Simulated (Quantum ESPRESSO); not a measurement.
## AgBr under changes of volume

One of the cells (23.644 Å³/atom); the others are scaled copies at fixed shape and fractional positions:

```
Ag Br
1.0
     0.00000    2.87015    2.87015
     2.87015    0.00000    2.87015
     2.87015    2.87015    0.00000
Ag Br
1 1
Direct
  0.00000 0.00000 0.00000
  0.50000 0.50000 0.50000
```

* Program: Quantum ESPRESSO 7.5
* Functional: PBE
* Dispersion: D3(BJ)
* Potentials or basis: PseudoDojo 0.4.1 SR PBE standard
* Cutoff: 1116 eV
* Density cutoff: 4463 eV
* k mesh: 8 × 8 × 8
* Occupations: fermi-dirac, width 0.05 eV
* Spin: no spin polarisation

```tsv
volume (Å³/atom)	energy over the lowest point (meV/atom)	pressure (GPa)	gap on the mesh (eV)
22.225	15.04	3.4	0.67
22.698	6.59	2.2	0.67
23.171	1.72	1.0	0.67
23.644	0.00	0.0	0.67
24.116	1.03	-0.8	0.68
24.589	?	?	?
25.062	10.15	-2.3	0.69
```

**Question.** What does the run at 24.589 Å³/atom give?

**Answer.** Energy over the lowest point 4.51 meV/atom; pressure -1.6 GPa; gap on the mesh 0.68 eV.

Worked out: A Birch-Murnaghan fit of order 3 (a polynomial in V^(-2/3)) to the other rows has its minimum at 23.69 Å³/atom with B0 = V·E''(V) = 46 GPa and B' = 5.4. It gives 4.52 meV/atom at 24.589 Å³/atom, against the run's 4.51, and -dE/dV = -1.6 GPa, against -1.6. A straight line through the other rows of the gap, of slope 0.17 eV per unit of ln V, gives 0.68 eV, against the run's 0.68.

Energies are extrapolated to zero smearing.

A mesh can miss the band edges. Spin-orbit coupling on Ag, Br is left out.
